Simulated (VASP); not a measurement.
**AlNi: single point with PBEsol**

The system is AlNi.

```
Al Ni
1.0
     1.93869   -1.95319    0.00000
     1.93869    1.95319    0.00000
     0.00000    0.00000    3.09943
Al Ni
1 1
Direct
  0.00000 0.00000 0.00000
  0.50000 0.50000 0.50000
```

The cell comes from a database or a generator and needn't be the stable form of this composition.

* Program: VASP 6.6.1
* Task: single point
* Functional: PBEsol
* Potentials or basis: VASP PAW PBE potentials, release 64 (Al, Ni)
* Cutoff: 520 eV
* k mesh: 6 × 6 × 6
* Occupations: gaussian, width 0.1 eV
* Spin: collinear spin, typed start
* Starting moments: [0.0, 2.0] μB
* Dipole correction: no
* Further INCAR settings: ALGO = Normal; EDIFF = 1e-07; NBANDS = 18

```
Pressure                                              : 0.4 GPa
Band gap on the k mesh                                : none (metal or under the smearing width)
Net moment                                            : 0.00 μB per cell
Valence electrons inside the program's atomic spheres : Al 0.81; Ni 9.51
```

Stress tensor (GPa, compression positive):
```
 2.73  0.00  0.00
 0.00  0.91  0.00
 0.00  0.00 -2.45
```

Levels at points of the mesh, in eV from the Fermi level:
Spin up:
| k point | band 4 | band 5 | band 6 | band 7 | band 8 | band 9 | band 10 | band 11 |
| --- | --- | --- | --- | --- | --- | --- | --- | --- |
| (0.00, 0.00, 0.00) | -1.83 | -1.81 | -1.53 | 2.77 | 6.87 | 6.91 | 7.01 | 8.49 |
| (0.50, 0.00, 0.00) | -2.92 | -2.25 | -1.69 | -0.53 | 7.61 | 7.76 | 9.22 | 11.45 |
| (0.50, 0.50, 0.00) | -2.61 | -2.60 | -2.48 | -1.03 | 2.05 | 3.13 | 10.63 | 13.34 |
| (0.00, 0.00, 0.50) | -2.26 | -2.24 | -1.49 | -1.40 | 8.24 | 11.01 | 11.05 | 11.35 |
| (0.50, 0.00, 0.50) | -3.03 | -2.17 | -2.07 | -1.38 | 1.12 | 2.04 | 13.44 | 15.41 |
| (0.50, 0.50, 0.50) | -1.34 | -1.02 | 1.67 | 1.90 | 2.02 | 3.79 | 3.91 | 4.00 |
Spin down:
| k point | band 5 | band 6 | band 7 | band 8 | band 9 | band 10 |
| --- | --- | --- | --- | --- | --- | --- |
| (0.00, 0.00, 0.00) | -1.81 | -1.53 | 2.77 | 6.87 | 6.91 | 7.01 |
| (0.50, 0.00, 0.00) | -2.25 | -1.69 | -0.53 | 7.61 | 7.76 | 9.22 |
| (0.50, 0.50, 0.00) | -2.60 | -2.48 | -1.03 | 2.05 | 3.13 | 10.63 |
| (0.00, 0.00, 0.50) | -2.24 | -1.49 | -1.40 | 8.24 | 11.01 | 11.05 |
| (0.50, 0.00, 0.50) | -2.17 | -2.07 | -1.38 | 1.12 | 2.04 | 13.44 |
| (0.50, 0.50, 0.50) | -1.02 | 1.67 | 1.90 | 2.02 | 3.79 | 3.91 |

Wall time 51 s on 1 thread of AMD EPYC 7R43 64-Core Processor (Zen 3), on a shared host, peak memory 0.12 GiB.

Caveat: the k mesh is coarse (spacing up to 0.38 Å⁻¹), so the values aren't converged; the starting moments collapsed, and a magnetic state may lie lower; the PAW data sets were made with another functional, which shifts forces and pressure a little.
